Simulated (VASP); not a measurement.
# PtSe2 (P-3m1) in VASP: relaxation of cell and atoms with LDA

Aim: the relaxation of cell and atoms of PtSe2 with LDA.

Everything below comes from runs of VASP 6.6.1. Logs are shortened: lines on timing, memory, paths and dates and some standing lists are left out, and cuts for length are marked.

### 1 The crystal as given

It takes space group P-3m1 (No. 164, trigonal). Conventional cell: a = 3.724 Å, b = 3.724 Å, c = 5.062 Å, α = 90.00°, β = 90.00°, γ = 120.00°. Pt (site symmetry -3m) has 6 Se at 2.49 Å as nearest neighbours. Around Se (site symmetry 3m) lie 3 Pt at 2.49 Å.

### 2 Relaxation of cell and atoms, LDA

INCAR reads:

```
PREC = Accurate
ENCUT = 600
EDIFF = 1E-6
ISMEAR = 0
SIGMA = 0.05
LREAL = F
LASPH = T
NELM = 80
ALGO = Normal
ISIF = 3
LWAVE = F
LCHARG = F
IBRION = 2
NSW = 40
EDIFFG = -0.01
KPAR = 2
```

KPOINTS reads:

```
Automatic mesh
0
Gamma
  10 10 8
```

POSCAR reads:

```
PtSe2
1.0
    3.7240000000      0.0000000000      0.0000000000
   -1.8620000000      3.2250786037      0.0000000000
    0.0000000000      0.0000000000      5.0620000000
Pt Se
1 2
Direct
    0.0000000000      0.0000000000      0.0000000000
    0.3333333333      0.6666666667      0.2500000000
    0.6666666667      0.3333333333      0.7500000000
```

Potentials or basis: VASP PAW LDA potentials, release 64 (Pt, Se).

Command:

```sh
$ cat potpaw_LDA.64/Pt/POTCAR potpaw_LDA.64/Se/POTCAR > POTCAR
$ mpirun -np 2 vasp_std > vasp.out
```

OUTCAR:

```text
PREC = Accurate
   ENCUT = 600
   EDIFF = 1E-6
   ISMEAR = 0
   LREAL = F
   LASPH = T
   NELM = 80
   ISIF = 3
   IBRION = 2
   NSW = 40
   EDIFFG = -0.01

 ion  position               nearest neighbor table
   1  0.000  0.000  0.000-   2 2.49   3 2.49   3 2.49   2 2.49   3 2.49   2 2.49
   2  0.333  0.667  0.250-   1 2.49   1 2.49   1 2.49
   3  0.667  0.333  0.750-   1 2.49   1 2.49   1 2.49

  LATTYP: Found a hexagonal cell.
 ALAT       =     3.7240000000
 C/A-ratio  =     1.3592910849

  Lattice vectors:

 A1 = (   3.7240000000,   0.0000000000,   0.0000000000)
 A2 = (  -1.8620000000,   3.2250786037,   0.0000000000)
 A3 = (   0.0000000000,   0.0000000000,   5.0620000000)

Analysis of symmetry for initial positions (statically):
=====================================================================
 Subroutine PRICEL returns:
 Original cell was already a primitive cell.

 Routine SETGRP: Setting up the symmetry group for a
 hexagonal supercell.

 Subroutine GETGRP returns: Found 12 space group operations
 (whereof 12 operations were pure point group operations)
 out of a pool of 24 trial point group operations.

The static configuration has the point symmetry D_3d.

Analysis of symmetry for dynamics (positions and initial velocities):
=====================================================================
 Subroutine PRICEL returns:
 Original cell was already a primitive cell.

 Routine SETGRP: Setting up the symmetry group for a
 hexagonal supercell.

 Subroutine GETGRP returns: Found 12 space group operations
 (whereof 12 operations were pure point group operations)
 out of a pool of 24 trial point group operations.

The dynamic configuration has the point symmetry D_3d.

 Subroutine INISYM returns: Found 12 space group operations
 (whereof 12 operations are pure point group operations),
 and found     1 'primitive' translations

----------------------------------------------------------------------------------------

                                     Primitive cell

  volume of cell :      60.7956

  direct lattice vectors                    reciprocal lattice vectors
     3.724000000  0.000000000  0.000000000     0.268528464  0.155034981  0.000000000
    -1.862000000  3.225078604  0.000000000     0.000000000  0.310069962  0.000000000
     0.000000000  0.000000000  5.062000000     0.000000000  0.000000000  0.197550375

  length of vectors
     3.724000000  3.724000000  5.062000000     0.310069962  0.310069962  0.197550375

  position of ions in fractional coordinates (direct lattice)
     0.000000000  0.000000000  0.000000000
     0.333333333  0.666666667  0.250000000
     0.666666667  0.333333333  0.750000000

  ion indices of the primitive-cell ions
   primitive index   ion index
                 1           1
                 2           2
                 3           3

----------------------------------------------------------------------------------------

 KPOINTS: Automatic mesh

Automatic generation of k-mesh.
 Grid dimensions read from file:
 generate k-points for:   10   10    8

 Generating k-lattice:

  Cartesian coordinates                     Fractional coordinates (reciprocal lattice)
     0.026852846  0.015503498  0.000000000     0.100000000  0.000000000  0.000000000
     0.000000000  0.031006996  0.000000000     0.000000000  0.100000000  0.000000000
     0.000000000  0.000000000  0.024693797     0.000000000  0.000000000  0.125000000

  Length of vectors
     0.031006996  0.031006996  0.024693797

  Shift w.r.t. Gamma in fractional coordinates (k-lattice)
     0.000000000  0.000000000  0.000000000

 Subroutine IBZKPT returns following result:
 ===========================================

 Found     94 irreducible k-points:

 Following reciprocal coordinates:
            Coordinates               Weight
  0.000000  0.000000  0.000000      1.000000
  0.100000  0.000000  0.000000      6.000000
  0.200000  0.000000  0.000000      6.000000
  0.300000 -0.000000  0.000000      6.000000
  0.400000  0.000000  0.000000      6.000000
  0.500000  0.000000  0.000000      3.000000
[... 16 lines left out ...]
  0.000000  0.400000  0.125000      6.000000
  0.500000  0.000000  0.125000      6.000000
 [... further k-points ...]
   k-points           NKPTS =     94   k-points in BZ     NKDIM =     94   number of bands    NBANDS=     15
   number of dos      NEDOS =    301   number of ions     NIONS =      3
   total plane-waves  NPLWV =  36000
   dimension x,y,z NGX =    30 NGY =   30 NGZ =   40
   dimension x,y,z NGXF=    60 NGYF=   60 NGZF=   80
   ions per type =               1   2
   NGX,Y,Z   is equivalent  to a cutoff of  13.39, 13.39, 13.14 a.u.
   NGXF,Y,Z  is equivalent  to a cutoff of  26.79, 26.79, 26.27 a.u.
 SYSTEM =  unknown system
   PREC   = accura    normal or accurate (medium, high low for compatibility)
   ISTART =      0    job   : 0-new  1-cont  2-samecut
   ICHARG =      2    charge: 1-file 2-atom 10-const
   ISPIN  =      1    spin polarized calculation?
   LNONCOLLINEAR =      F non collinear calculations
   LSORBIT =      F    spin-orbit coupling
   LASPH  =      T    aspherical Exc in radial PAW
   ENCUT  =  600.0 eV  44.10 Ry    6.64 a.u.   7.44  7.44 10.11*2*pi/ulx,y,z
   NELM   =     80;   NELMIN=  2; NELMDL= -5     # of ELM steps
   EDIFF  = 0.1E-05   stopping-criterion for ELM
   LREAL  =      F    real-space projection
   EDIFFG = -.1E-01   stopping-criterion for IOM
   NSW    =     40    number of steps for IOM
   IBRION =      2    ionic relax: 0-MD 1-quasi-New 2-CG
   NFREE  =      1    steps in history (QN), initial steepest desc. (CG)
   ISIF   =      3    stress and relaxation
   ISYM   =      2    0-nonsym 1-usesym 2-fastsym
   POTIM  = 0.5000    time-step for ionic-motion
   TEBEG  =    0.0;   TEEND  =   0.0 temperature during run
   PSTRESS=    0.0 pullay stress
   NELECT =      22.0000    total number of electrons
   NUPDOWN=      -1.0000    fix difference up-down
   EMIN   =  10.00;   EMAX   =-10.00  energy-range for DOS
   EFERMI =   0.00;   METHOD = LEGACY
   ISMEAR =     0;   SIGMA  =   0.05  broadening in eV -4-tet -1-fermi 0-gaus
   EFERMI_NEDOS =   21; number of points for ismear=-14 and -15
   IALGO  =     38    algorithm
   IMIX   =      4    mixing-type and parameters
     AMIX     =   0.40;   BMIX     =  1.00
     AMIX_MAG =   1.60;   BMIX_MAG =  1.00
  volume/ion in A,a.u.               =      20.27       136.76
  Fermi-wavevector in a.u.,A,eV,Ry     =   1.166608  2.204570 18.517184  1.360975
  Thomas-Fermi vector in A             =   2.303119
   LORBIT       =      0    0 simple, 1 ext, 2 COOP (PROOUT), +10 PAW based schemes
   GGA     = CA    functional components
   LHFCALC =     F    Hartree Fock is set to
   AEXX    =    0.0000 exact exchange contribution
   IVDW    =     0    specifies the selected vdW correction
   LEPSILON=     F    determine dielectric tensor
   LRPA    =     F    only Hartree local field effects (RPA)
 conjugate gradient relaxation of ions
 non-spin polarized calculation
 Gauss-broadening in eV      SIGMA  =   0.05
  energy-cutoff  :      600.00
  volume of cell :       60.80
 maximum number of plane-waves:      2053
 NGX is ok and might be reduce to    30
   NGX = 15   NGY = 15   NGZ = 21

--------------------------------------- Ionic step        1  -------------------------------------------

 number of electron      22.0000004 magnetization

 Free energy of the ion-electron system (eV)
  ---------------------------------------------------
  ext. energy  EPLUGINS =         0.00000000
  ---------------------------------------------------
  free energy    TOTEN  =       -17.06033482 eV

  energy without entropy =      -17.05900986  energy(sigma->0) =      -17.05967234

------------------------ aborting loop because EDIFF is reached ----------------------------------------

  FORCE on cell =-STRESS in cart. coord.  units (eV):
  Direction    XX          YY          ZZ          XY          YZ          ZX
  --------------------------------------------------------------------------------------
  -------------------------------------------------------------------------------------
  Total        0.1409635      0.1409635     -0.3537254      0.0000000      0.0000000      0.0000000
  in kB        3.7148843      3.7148843     -9.3219060      0.0000000      0.0000000      0.0000000
  external PRESSURE =      -0.6307125 kB  Pullay stress =       0.0000000 kB
[... 92 lines left out ...]
  FREE ENERGIE OF THE ION-ELECTRON SYSTEM (eV)
  ---------------------------------------------------
  free  energy   TOTEN  =       -17.0725653045 eV

  energy  without entropy=      -17.0711974528  energy(sigma->0) =      -17.07188138

[... ionic steps 4 to 11 ...]

--------------------------------------- Ionic step       12  -------------------------------------------

 number of electron      22.0000004 magnetization

------------------------ aborting loop because EDIFF is reached ----------------------------------------

  FORCE on cell =-STRESS in cart. coord.  units (eV):
  Direction    XX          YY          ZZ          XY          YZ          ZX
  --------------------------------------------------------------------------------------
  -------------------------------------------------------------------------------------
  Total        0.0271604      0.0271604     -0.0502553      0.0000000     -0.0000000      0.0000000
  in kB        0.7524407      0.7524407     -1.3922555      0.0000000     -0.0000000      0.0000000
  external PRESSURE =       0.0375420 kB  Pullay stress =       0.0000000 kB
[... 59 lines left out ...]
  energy  without entropy=      -17.0924590756  energy(sigma->0) =      -17.09317007

--------------------------------------- Ionic step       14  -------------------------------------------

 number of electron      22.0000004 magnetization

 Free energy of the ion-electron system (eV)
  ---------------------------------------------------
  ext. energy  EPLUGINS =         0.00000000
  ---------------------------------------------------
  free energy    TOTEN  =       -17.09389062 eV

  energy without entropy =      -17.09251224  energy(sigma->0) =      -17.09320143

 E-fermi :   7.0451     XC(G=0): -11.1971

 val. band max:        7.0018856402   @ k =  -0.1000   0.3000   0.3750
 cond. band min:       7.0494250238   @ k =   0.0000   0.1000   0.2500
 fundamental gap:      0.0475393836
 Fermi energy:         7.0451061640

 k-point     1 :       0.0000    0.0000    0.0000
  band No.  band energies     occupation
      1      -8.8489      2.00000
      2      -5.5502      2.00000
      3      -0.2584      2.00000
      4       0.5902      2.00000
      5       0.5902      2.00000
      6       3.1435      2.00000
      7       3.1435      2.00000
      8       4.5751      2.00000
      9       6.0246      2.00000
     10       6.0246      2.00000
     11       7.9059      0.00000
     12       8.1502      0.00000
     13       8.1502      0.00000
     14      10.2086      0.00000
     15      11.2138      0.00000
[... 397 lines left out ...]
 k-point    24 :       0.5000    0.0000    0.1250
  band No.  band energies     occupation
      1      -6.9913      2.00000
      2      -6.6618      2.00000
      3      -0.3201      2.00000
      4       1.2961      2.00000
      5       1.5064      2.00000
      6       3.0191      2.00000
      7       3.3128      2.00000
      8       3.3501      2.00000
      9       3.6446      2.00000
     10       3.7429      2.00000
     11       4.3380      2.00000
     12       7.8681      0.00000
     13       9.3353      0.00000
     14      11.8496      0.00000
     15      12.4945      0.00000

 [... further k-points ...]

------------------------ aborting loop because EDIFF is reached ----------------------------------------

  FORCE on cell =-STRESS in cart. coord.  units (eV):
  Direction    XX          YY          ZZ          XY          YZ          ZX
  --------------------------------------------------------------------------------------
  -------------------------------------------------------------------------------------
  Total       -0.0293937     -0.0293937     -0.0086001      0.0000000      0.0000000      0.0000000
  in kB       -0.8138797     -0.8138797     -0.2381283      0.0000000      0.0000000      0.0000000
  external PRESSURE =      -0.6219626 kB  Pullay stress =       0.0000000 kB
[... 18 lines left out ...]
  FREE ENERGIE OF THE ION-ELECTRON SYSTEM (eV)
  ---------------------------------------------------
  free  energy   TOTEN  =       -17.0938906207 eV

  energy  without entropy=      -17.0925122401  energy(sigma->0) =      -17.09320143

 reached required accuracy - stopping structural energy minimisation
```

It took 2 min on 2 MPI ranks of Intel Xeon 6975P-C (Granite Rapids), shared host; peak memory 0.25 GiB.

What came out:

```
Free energy                            : -17.0939 eV
Relaxed volume                         : 19.29 Å³/atom
Relaxed cell                           : a = 3.748 Å, b = 3.748 Å, c = 4.756 Å, α = 90.00°, β = 90.00°, γ = 120.00°
Space group after relaxing (to 0.05 Å) : P-3m1 (No. 164)
Energy gained by relaxing              : 11.2 meV/atom
Ionic steps                            : 14
Pressure after relaxing                : -0.1 GPa
Largest force after relaxing           : 0.007 eV/Å
Band gap on the k mesh                 : none (metal or under the smearing width)
```

Forces in eV/Å, atoms in the order of the input:
```
Pt   0.000  0.000  0.000
Se   0.000  0.000  0.007
Se   0.000  0.000 -0.007
```

Step by step:
```
step  energy change (eV)  largest force (eV/Å)  pressure (GPa)  volume (Å³)
   1              0.0000                0.2123           -0.06        60.80
   2             -0.0060                0.1285           -0.82        60.72
   3             -0.0122                0.0695           -2.40        60.56
   4             -0.0138                0.0698           -2.33        60.44
   5             -0.0181                0.0705           -2.16        60.10
   6             -0.0253                0.0743           -1.71        59.43
   7             -0.0327                0.0891           -0.74        58.07
   8             -0.0328                0.0947           -0.52        57.81
   9             -0.0329                0.0930           -0.56        57.87
  10             -0.0333                0.0579           -0.29        57.85
  11             -0.0335                0.0166            0.01        57.83
  12             -0.0335                0.0137            0.00        57.83
  13             -0.0335                0.0071           -0.02        57.84
  14             -0.0336                0.0069           -0.06        57.86
```

Final structure:
```yaml
crystal:
  lattice:
    - [3.74828, 0.00000, 0.00000]
    - [-1.87414, 3.24611, 0.00000]
    - [0.00000, 0.00000, 4.75564]
  atoms:
    - { symbol: Pt, position: [0.00000, 0.00000, 0.00000] }
    - { symbol: Se, position: [0.33333, 0.66667, 0.26483] }
    - { symbol: Se, position: [0.66667, 0.33333, 0.73517] }
```

The run has no spin-orbit coupling, so splittings on Pt are missing. LDA usually gives volumes a few per cent too small.
